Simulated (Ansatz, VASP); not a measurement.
## Pd in VASP and in Ansatz

INCAR

```
PREC     = Accurate       # precision mode
ENCUT    = 520            # plane-wave cutoff, eV
EDIFF    = 1E-7           # SCF threshold, eV
ISMEAR   = 0              # smearing method
SIGMA    = 0.1            # smearing width, eV
LREAL    = F              # projectors in reciprocal space
LASPH    = T              # aspherical terms in the spheres
NELM     = 100            # most SCF steps
ALGO     = Fast           # electronic algorithm
ISIF     = 2              # what is computed and relaxed
LWAVE    = F              # write WAVECAR
LCHARG   = F              # write CHGCAR
LDIPOL   = T            
IDIPOL   = 3            
DIPOL    = 0.5 0.5 0.313
GGA      = PE             # functional
NBANDS   = 72             # bands
```

The input KPOINTS:

```
Automatic mesh
0
Gamma
  6 6 1
```

POSCAR

```
Pd
1.0
    5.5751887913      0.0000000000      0.0000000000
   -2.7875943957      4.8282551242      0.0000000000
    0.0000000000      0.0000000000     20.0521225866
Pd
12
Direct
    0.3333333333      0.1666666667      0.1994801290
    0.3333333333      0.6666666667      0.1994801290
    0.8333333333      0.1666666667      0.1994801290
    0.8333333333      0.6666666667      0.1994801290
    0.1666666667      0.3333333333      0.3129873791
    0.1666666667      0.8333333333      0.3129873791
    0.6666666667      0.3333333333      0.3129873791
    0.6666666667      0.8333333333      0.3129873791
    0.0000000000      0.0000000000      0.4264946292
    0.0000000000      0.5000000000      0.4264946292
    0.5000000000      0.0000000000      0.4264946292
    0.5000000000      0.5000000000      0.4264946292
```

Input for Ansatz:

```yaml
crystal:
  lattice:
    - [5.5751887913, 0.0, 0.0]
    - [-2.7875943957, 4.8282551242, 0.0]
    - [0.0, 0.0, 20.0521225866]
  atoms:
    - { symbol: Pd, position: [0.3333333333, 0.1666666667, 0.199480129] }
    - { symbol: Pd, position: [0.3333333333, 0.6666666667, 0.199480129] }
    - { symbol: Pd, position: [0.8333333333, 0.1666666667, 0.199480129] }
    - { symbol: Pd, position: [0.8333333333, 0.6666666667, 0.199480129] }
    - { symbol: Pd, position: [0.1666666667, 0.3333333333, 0.3129873791] }
    - { symbol: Pd, position: [0.1666666667, 0.8333333333, 0.3129873791] }
    - { symbol: Pd, position: [0.6666666667, 0.3333333333, 0.3129873791] }
    - { symbol: Pd, position: [0.6666666667, 0.8333333333, 0.3129873791] }
    - { symbol: Pd, position: [0.0, 0.0, 0.4264946292] }
    - { symbol: Pd, position: [0.0, 0.5, 0.4264946292] }
    - { symbol: Pd, position: [0.5, 0.0, 0.4264946292] }
    - { symbol: Pd, position: [0.5, 0.5, 0.4264946292] }
basis:
  ecutwfc: 420
kpoints:
  mp_grid: { grid: [6, 6, 1] }
hamiltonian:
  xc: pbe
scf:
  occupations: { method: gaussian, width: 0.1 }
output:
  forces: true
  eigenvalues: true
efield:
  axis: 3
  dipole_correction: true
  ramp_width: 0.04
```

Alike in both runs: task single point; functional PBE; k mesh 6 × 6 × 1; occupations gaussian, width 0.1 eV; no spin polarisation.

```csv
,VASP,Ansatz
version,VASP 6.6.1,Ansatz 0.2.0
potentials or method,"VASP PAW PBE potentials, release 64 (Pd)","scalar-relativistic, plane waves, PAW"
plane-wave cutoff (eV),520,420
valence electrons in the cell,120,216
```

Ansatz gave:

- gap on the k mesh at the Fermi level (eV): none
- rms of the force components (eV/Å): 0.002
- work function, face that differs most (eV): 5.28

Q: What did VASP give for the same quantities?

A: gap on the k mesh at the Fermi level (eV): none; rms of the force components (eV/Å): 0.006; work function, face that differs most (eV): 5.22.

Atom by atom the forces differ by 0.007 eV/Å (rms over components). A gap of «none» marks a metal or a gap that the smearing closes. The functional is the same, so the differences come from potentials, cutoffs and numerics. The two sets of potentials don't hold the same shells in valence.
